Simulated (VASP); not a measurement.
Level of theory: PBEsol GGA, VASP's PBE PAW potentials (set 64) (plane waves; VASP).

Input for VASP

KPOINTS:
```
Automatic
0
gamma
8 8 8
0 0 0
```

### INCAR
```
! general
SYSTEM =AlSb
PREC   =Accurate
ENCUT  =480
LREAL  =.FALSE.
LASPH  =.TRUE.

! electronic loop
EDIFF  =1E-7
NELM   =100
ALGO   =Normal
LMAXMIX=4

! smearing
ISMEAR =0
SIGMA  =0.05

! functional
GGA    =PS

! ions
IBRION =2
NSW    =40
ISIF   =3
EDIFFG =-0.01
PSTRESS=300

! output
LWAVE  =.FALSE.
LCHARG =.FALSE.
```

### POSCAR
```
AlSb
1
    0.0000000000     3.0842084677     3.0842084677
    3.0842084677     0.0000000000     3.0842084677
    3.0842084677     3.0842084677     0.0000000000
Al Sb
1 1
Direct
  0.0000000000   0.0000000000   0.0000000000
  0.2500000000   0.2500000000   0.2500000000
```

POTCAR, in this order: Al Sb (PBE.64 set). Program: vasp_std.

Output of the run:

### OUTCAR
```
 ion  position               nearest neighbor table
   1  0.000  0.000  0.000-   2 2.67   2 2.67   2 2.67   2 2.67
   2  0.250  0.250  0.250-   1 2.67   1 2.67   1 2.67   1 2.67
  LATTYP: Found a face centered cubic cell.
 ALAT       =     6.1684169354
 Subroutine PRICEL returns:
 Original cell was already a primitive cell.
 Subroutine GETGRP returns: Found 24 space group operations
The static configuration has the point symmetry T_d .
The dynamic configuration has the point symmetry T_d .
 Subroutine INISYM returns: Found 24 space group operations
 Subroutine IBZKPT returns following result:
 Found     29 irreducible k-points:

 Following reciprocal coordinates:
            Coordinates               Weight
  0.000000  0.000000  0.000000      1.000000
  0.125000  0.000000  0.000000      8.000000
  0.250000  0.000000  0.000000      8.000000
  0.375000  0.000000  0.000000      8.000000
  0.500000  0.000000  0.000000      4.000000
  0.125000  0.125000  0.000000      6.000000
  0.250000  0.125000  0.000000     24.000000
  0.375000  0.125000  0.000000     24.000000
  0.500000  0.125000  0.000000     24.000000
...
```

OSZICAR:
```
...
DAV:   1    -0.799650052336E+01    0.24762E+00   -0.43237E-01   600   0.368E+00    0.606E-01
DAV:   2    -0.798495018616E+01    0.11550E-01   -0.18378E-02   512   0.876E-01    0.348E-01
DAV:   3    -0.798030639402E+01    0.46438E-02   -0.14266E-02   536   0.584E-01    0.108E-01
DAV:   4    -0.798022199904E+01    0.84395E-04   -0.36345E-04   536   0.148E-01    0.969E-02
DAV:   5    -0.798017644088E+01    0.45558E-04   -0.40252E-05   656   0.381E-02    0.335E-02
DAV:   6    -0.798017354128E+01    0.28996E-05   -0.39188E-06   592   0.131E-02    0.397E-03
DAV:   7    -0.798017370288E+01   -0.16160E-06   -0.23010E-07   512   0.358E-03    0.212E-03
DAV:   8    -0.798017369004E+01    0.12837E-07   -0.89080E-09   256   0.719E-04
   4 F= 0.41047493E+00 E0= 0.41047493E+00  d E =-.170897E+01
       N       E                     dE             d eps       ncg     rms          rms(c)
DAV:   1    -0.778139239254E+01    0.19878E+00   -0.18812E-01   584   0.244E+00    0.401E-01
DAV:   2    -0.777636693913E+01    0.50255E-02   -0.79742E-03   512   0.587E-01    0.233E-01
DAV:   3    -0.777432234096E+01    0.20446E-02   -0.62604E-03   552   0.390E-01    0.729E-02
DAV:   4    -0.777429006075E+01    0.32280E-04   -0.15257E-04   512   0.981E-02    0.654E-02
DAV:   5    -0.777427060839E+01    0.19452E-04   -0.17514E-05   680   0.254E-02    0.222E-02
DAV:   6    -0.777426947449E+01    0.11339E-05   -0.17771E-06   552   0.877E-03    0.255E-03
DAV:   7    -0.777426959895E+01   -0.12447E-06   -0.10291E-07   424   0.246E-03    0.128E-03
DAV:   8    -0.777426958815E+01    0.10805E-07   -0.48488E-09   240   0.609E-04
   5 F= 0.39555731E+00 E0= 0.39555731E+00  d E =-.172389E+01
       N       E                     dE             d eps       ncg     rms          rms(c)
DAV:   1    -0.782496352777E+01   -0.50694E-01   -0.10121E-02   576   0.562E-01    0.923E-02
DAV:   2    -0.782468805307E+01    0.27547E-03   -0.44026E-04   520   0.139E-01    0.547E-02
DAV:   3    -0.782457176162E+01    0.11629E-03   -0.34086E-04   552   0.909E-02    0.164E-02
DAV:   4    -0.782456940303E+01    0.23586E-05   -0.82818E-06   520   0.228E-02    0.149E-02
DAV:   5    -0.782456772769E+01    0.16753E-05   -0.98370E-07   680   0.596E-03    0.507E-03
DAV:   6    -0.782456741437E+01    0.31332E-06   -0.92635E-08   280   0.206E-03    0.562E-04
DAV:   7    -0.782456737605E+01    0.38319E-07   -0.11138E-08   232   0.915E-04
   6 F= 0.39624186E+00 E0= 0.39624186E+00  d E =-.172321E+01
       N       E                     dE             d eps       ncg     rms          rms(c)
DAV:   1    -0.782178979529E+01    0.27776E-02   -0.31973E-05   584   0.316E-02    0.510E-03
DAV:   2    -0.782178910184E+01    0.69345E-06   -0.13755E-06   528   0.774E-03    0.299E-03
DAV:   3    -0.782178900785E+01    0.93992E-07   -0.10623E-06   552   0.507E-03    0.936E-04
DAV:   4    -0.782178902927E+01   -0.21423E-07   -0.23893E-08   232   0.128E-03
   7 F= 0.39615823E+00 E0= 0.39615823E+00  d E =-.836312E-04
       N       E                     dE             d eps       ncg     rms          rms(c)
DAV:   1    -0.781343548159E+01    0.83535E-02   -0.28575E-04   584   0.947E-02    0.154E-02
DAV:   2    -0.781342823507E+01    0.72465E-05   -0.12355E-05   512   0.232E-02    0.909E-03
DAV:   3    -0.781342582767E+01    0.24074E-05   -0.96337E-06   560   0.153E-02    0.283E-03
DAV:   4    -0.781342585396E+01   -0.26292E-07   -0.22973E-07   464   0.382E-03
   8 F= 0.39593946E+00 E0= 0.39593946E+00  d E =-.302404E-03
       N       E                     dE             d eps       ncg     rms          rms(c)
DAV:   1    -0.781329178684E+01    0.13404E-03   -0.80830E-08   232   0.172E-03    0.739E-04
DAV:   2    -0.781329180440E+01   -0.17557E-07   -0.62790E-09   232   0.611E-04
   9 F= 0.39593630E+00 E0= 0.39593630E+00  d E =-.315986E-05
       N       E                     dE             d eps       ncg     rms          rms(c)
DAV:   1    -0.781288942331E+01    0.40236E-03   -0.59082E-07   584   0.438E-03    0.700E-04
DAV:   2    -0.781288942895E+01   -0.56405E-08   -0.26425E-08   232   0.109E-03
  10 F= 0.39592706E+00 E0= 0.39592706E+00  d E =-.124035E-04
       N       E                     dE             d eps       ncg     rms          rms(c)
DAV:   1    -0.781208439332E+01    0.80503E-03   -0.22211E-06   616   0.854E-03    0.141E-03
DAV:   2    -0.781208437120E+01    0.22125E-07   -0.10048E-07   272   0.210E-03
  11 F= 0.39590892E+00 E0= 0.39590892E+00  d E =-.305427E-04
       N       E                     dE             d eps       ncg     rms          rms(c)
DAV:   1    -0.781047332076E+01    0.16111E-02   -0.89170E-06   600   0.171E-02    0.280E-03
DAV:   2    -0.781047313357E+01    0.18720E-06   -0.42112E-07   520   0.422E-03    0.155E-03
DAV:   3    -0.781047316608E+01   -0.32510E-07   -0.34159E-07   504   0.288E-03
  12 F= 0.39587389E+00 E0= 0.39587389E+00  d E =-.655663E-04
       N       E                     dE             d eps       ncg     rms          rms(c)
DAV:   1    -0.780724713206E+01    0.32260E-02   -0.42298E-05   568   0.364E-02    0.563E-03
DAV:   2    -0.780724616369E+01    0.96837E-06   -0.17995E-06   520   0.890E-03    0.333E-03
DAV:   3    -0.780724598195E+01    0.18174E-06   -0.14359E-06   552   0.590E-03    0.113E-03
DAV:   4    -0.780724600462E+01   -0.22675E-07   -0.31755E-08   232   0.148E-03
  13 F= 0.39580926E+00 E0= 0.39580926E+00  d E =-.130202E-03
       N       E                     dE             d eps       ncg     rms          rms(c)
DAV:   1    -0.780077835248E+01    0.64676E-02   -0.16848E-04   584   0.727E-02    0.117E-02
DAV:   2    -0.780077415866E+01    0.41938E-05   -0.72772E-06   512   0.178E-02    0.695E-03
DAV:   3    -0.780077287147E+01    0.12872E-05   -0.56848E-06   560   0.117E-02    0.219E-03
DAV:   4    -0.780077290062E+01   -0.29151E-07   -0.13062E-07   336   0.293E-03
  14 F= 0.39570141E+00 E0= 0.39570141E+00  d E =-.238051E-03
       N       E                     dE             d eps       ncg     rms          rms(c)
DAV:   1    -0.778777536123E+01    0.12998E-01   -0.67404E-04   576   0.146E-01    0.235E-02
DAV:   2    -0.778775784225E+01    0.17519E-04   -0.29080E-05   512   0.357E-02    0.139E-02
DAV:   3    -0.778775150307E+01    0.63392E-05   -0.22752E-05   560   0.235E-02    0.439E-03
DAV:   4    -0.778775150057E+01    0.24977E-08   -0.54166E-07   512   0.587E-03
  15 F= 0.39557146E+00 E0= 0.39557146E+00  d E =-.367996E-03
       N       E                     dE             d eps       ncg     rms          rms(c)
DAV:   1    -0.776150620732E+01    0.26245E-01   -0.27004E-03   576   0.291E-01    0.471E-02
DAV:   2    -0.776143450132E+01    0.71706E-04   -0.11612E-04   512   0.714E-02    0.278E-02
DAV:   3    -0.776140662745E+01    0.27874E-04   -0.91152E-05   560   0.471E-02    0.884E-03
DAV:   4    -0.776140637758E+01    0.24987E-06   -0.21583E-06   504   0.117E-02    0.796E-03
DAV:   5    -0.776140631955E+01    0.58029E-07   -0.27884E-07   656   0.318E-03
  16 F= 0.39565617E+00 E0= 0.39565617E+00  d E =-.283287E-03
       N       E                     dE             d eps       ncg     rms          rms(c)
DAV:   1    -0.777966152425E+01   -0.18255E-01   -0.12860E-03   576   0.201E-01    0.330E-02
DAV:   2    -0.777962602959E+01    0.35495E-04   -0.55643E-05   512   0.495E-02    0.195E-02
DAV:   3    -0.777961026132E+01    0.15768E-04   -0.43241E-05   560   0.324E-02    0.592E-03
DAV:   4    -0.777960986053E+01    0.40079E-06   -0.10256E-06   504   0.808E-03    0.532E-03
DAV:   5    -0.777960952577E+01    0.33476E-06   -0.12647E-07   384   0.216E-03    0.167E-03
DAV:   6    -0.777960944062E+01    0.85147E-07   -0.14747E-08   232   0.901E-04
  17 F= 0.39554837E+00 E0= 0.39554837E+00  d E =-.391089E-03
```

### OUTCAR
```
------------------------ aborting loop because EDIFF is reached ----------------------------------------
  FORCE on cell =-STRESS in cart. coord.  units (eV):
  Direction    XX          YY          ZZ          XY          YZ          ZX
  --------------------------------------------------------------------------------------
  Total        8.1757130      8.1757130      8.1757130      0.0000000      0.0000000     -0.0000000
  in kB      300.0203734    300.0203734    300.0203734      0.0000000      0.0000000     -0.0000000
  external PRESSURE =       0.0203734 kB  Pullay stress =     300.0000000 kB
  volume of cell :       43.66
      direct lattice vectors                 reciprocal lattice vectors
     0.000000000  2.794807021  2.794807021    -0.178903229  0.178903229  0.178903229
     2.794807021  0.000000000  2.794807021     0.178903229 -0.178903229  0.178903229
     2.794807021  2.794807021 -0.000000000     0.178903229  0.178903229 -0.178903229
 POSITION                                       TOTAL-FORCE (eV/Angst)
 -----------------------------------------------------------------------------------
      0.00000      0.00000      0.00000        -0.000000     -0.000000     -0.000000
      1.39740      1.39740      1.39740         0.000000      0.000000      0.000000
 -----------------------------------------------------------------------------------
    total drift:                                0.000000      0.000000      0.000000
  FREE ENERGIE OF THE ION-ELECTRON SYSTEM (eV)
  ---------------------------------------------------
  free  energy   TOTEN  =        -7.7796094406 eV

  energy  without entropy=       -7.7796094406  energy(sigma->0) =       -7.77960944
  enthalpy is  TOTEN    =         0.3955483697 eV   P V=        8.1751578103

 reached required accuracy - stopping structural energy minimisation
```
(Selected blocks of OUTCAR.)

File CONTCAR:
```
AlSb
   1.00000000000000
     0.0000000000000000    2.7948070211906226    2.7948070211906226
     2.7948070211906226    0.0000000000000000    2.7948070211906226
     2.7948070211906226    2.7948070211906226   -0.0000000000000000
  Al              Sb
     1     1
Direct
     0.0000000000000000    0.0000000000000000    0.0000000000000000
     0.2500000000000000    0.2500000000000000    0.2500000000000000
```

Energy and stress use the plane-wave basis of the starting cell.

The compound is AlSb in the zinc blende structure. This run relaxes it under an external pressure of 30 GPa. Symmetry was kept, so distortions that lower it aren't found.
